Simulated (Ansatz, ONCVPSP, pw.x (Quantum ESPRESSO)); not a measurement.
## Which Ni potential is closest to all-electron in the bcc crystal?

All use PBE, scalar-relativistic, no spin, cutoffs from each file’s atomic test, pw.x 7.5; 16³ k-points, Fermi–Dirac smearing 0.01 Ry. Δ is the rms difference from all-electron LAPW of the E(V) curves that follow from fits to the pressures, over ±6 % in volume. Mesh and smearing are coarse and serve the comparison alone. The files are a selection: those with a ghost or negative overlap were mostly not run, and those with noisy or unconverged pressures or nearly equal Δ are left out. Spin polarisation is left out.

All-electron: a0 = 2.798 Å (V0 = 10.96 Å³/atom), B0 = 193.3 GPa.

(1) Rank them by Δ, smallest first.
A. optimised norm-conserving Vanderbilt (ONCV), ONCVPSP 4.0.1.1 (patched build), PBE; core [Ne], reference 3s2 3p6 3d8 4s1.75 4p0.25; waves: 3s+4s: rc 1.05 bohr, ncon 4, nbas 9, qcut 14.1 1/bohr, 2 projectors; 3p+4p: rc 1.50 bohr, ncon 4, nbas 7, qcut 10.7 1/bohr, 3 projectors, debl 2.4 Ha; 3d: rc 1.20 bohr, ncon 3, nbas 7, qcut 12.7 1/bohr, 1 projector; local part: polynomial inside 0.80 bohr (lpopt 2, dvloc0 0 Ha); core correction: Teter function, fcfact 2.5, rcfact 1.75.
B. optimised norm-conserving Vanderbilt (ONCV), ONCVPSP 4.0.1.1 (patched build), PBE; core [Ar], reference 3d8 4s2; waves: 4s: rc 2.20 bohr, ncon 3, nbas 6, qcut 3.5 1/bohr, 2 projectors, debl 3.8 Ha; p scattering state at 0.14 Ha: rc 2.30 bohr, ncon 4, nbas 7, qcut 3.5 1/bohr, 2 projectors, debl 2.6 Ha; 3d: rc 1.55 bohr, ncon 4, nbas 8, qcut 9.5 1/bohr, 3 projectors, debl 3.9 Ha; local part: polynomial inside 1.00 bohr (lpopt 5, dvloc0 3 Ha); core correction: none. In the p channel the program set the typed energies aside and used 0.050, 2.650 Ha.
C. optimised norm-conserving Vanderbilt (ONCV), ONCVPSP 4.0.1.1 (patched build), PBE; core [Ne], reference 3s2 3p6 3d8 4s2; waves: 3s+4s: rc 1.15 bohr, ncon 4, nbas 7, qcut 11.8 1/bohr, 2 projectors; 3p: rc 0.90 bohr, ncon 3, nbas 7, qcut 12.2 1/bohr, 2 projectors, debl 2.3 Ha; 3d: rc 1.30 bohr, ncon 4, nbas 9, qcut 11.9 1/bohr, 3 projectors, debl 2.3 Ha; local part: polynomial inside 0.65 bohr (lpopt 5, dvloc0 0 Ha); core correction: none. In the p channel the program set the typed energies aside and used -2.623, 0.250 Ha.

Answers

(1) C (0.4 meV/atom), A (1.4 meV/atom), B (2.0 meV/atom).
